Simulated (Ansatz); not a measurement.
A relaxation computed with Ansatz, from input to last step.

```yaml
crystal:
  lattice:
    - [3.6818901317, 0.0, 0.0]
    - [-1.8409450659, 3.188610388, 0.0]
    - [0.0, 0.0, 6.1025066476]
  atoms:
    - { symbol: Si, position: [0.3333333333, 0.6666666667, 0.0633360999] }
    - { symbol: Si, position: [0.6666666667, 0.3333333333, 0.5633360999] }
    - { symbol: Si, position: [0.3333333333, 0.6666666667, 0.4366639001] }
    - { symbol: Si, position: [0.6666666667, 0.3333333333, 0.9366639001] }
basis:
  ecutwfc: 420
kpoints:
  mp_grid: { grid: [12, 12, 6] }
hamiltonian:
  xc: lda
scf:
  occupations: { method: gaussian, width: 0.02 }
output:
  forces: true
  stress: true
  eigenvalues: true
relax:
  adjacent_minimum: "off"
  f_tol: 0.01
  max_steps: 30
  cell: { stress_tol: 0.1, fix: [volume] }
```

```bash
ansatz run input.yaml --threads 1 --pin off --max-ram 2560MiB --backend cpu --events-out ev --progress --plain --runs-dir out
```

Level of theory: DFT LDA, scalar-relativistic, plane waves, PAW in Ansatz 0.2.0.

The volume is held at 0.91 times that of the relaxed cell.

Of 3 frames 3 are shown, positions in Å and forces in eV/Å; the SCF threshold varies from step to step. Steps run on the plane waves of an earlier cell, with a Pulay correction in the pressure. The basis is chosen afresh for the last frame, the zero of the energies, and at times for earlier ones too; energy and pressure step there, also at an unchanged geometry.

```xyz
4
Lattice="3.6819 0.0000 0.0000 -1.8409 3.1886 0.0000 0.0000 0.0000 6.1025" Properties=species:S:1:pos:R:3:forces:R:3 pbc="T T T" step=1 free_energy_over_end_meV_per_atom=0.01 pressure_GPa=11.10
Si    0.0000    2.1257    0.3865    0.0000    0.0000    0.0208
Si    1.8409    1.0629    3.4378    0.0000    0.0000    0.0208
Si    0.0000    2.1257    2.6647    0.0000    0.0000   -0.0208
Si    1.8409    1.0629    5.7160    0.0000    0.0000   -0.0208
4
Lattice="3.6804 0.0000 0.0000 -1.8402 3.1873 0.0000 0.0000 0.0000 6.1074" Properties=species:S:1:pos:R:3:forces:R:3 pbc="T T T" step=2 free_energy_over_end_meV_per_atom=0.00 pressure_GPa=11.09
Si    0.0000    2.1249    0.3880    0.0000    0.0000    0.0036
Si    1.8402    1.0624    3.4416    0.0000    0.0000    0.0036
Si    0.0000    2.1249    2.6657    0.0000    0.0000   -0.0036
Si    1.8402    1.0624    5.7194    0.0000    0.0000   -0.0036
4
Lattice="3.6804 0.0000 0.0000 -1.8402 3.1873 0.0000 0.0000 0.0000 6.1074" Properties=species:S:1:pos:R:3:forces:R:3 pbc="T T T" step=3 free_energy_over_end_meV_per_atom=0.00 pressure_GPa=11.09
Si    0.0000    2.1249    0.3880    0.0000    0.0000    0.0036
Si    1.8402    1.0624    3.4416    0.0000    0.0000    0.0036
Si    0.0000    2.1249    2.6657    0.0000    0.0000   -0.0036
Si    1.8402    1.0624    5.7194    0.0000    0.0000   -0.0036
```

It took 25 s on 1 thread of Intel(R) Xeon(R) Processor @ 2.50GHz (Skylake/Cascade Lake), on a shared host, peak memory 0.38 GiB.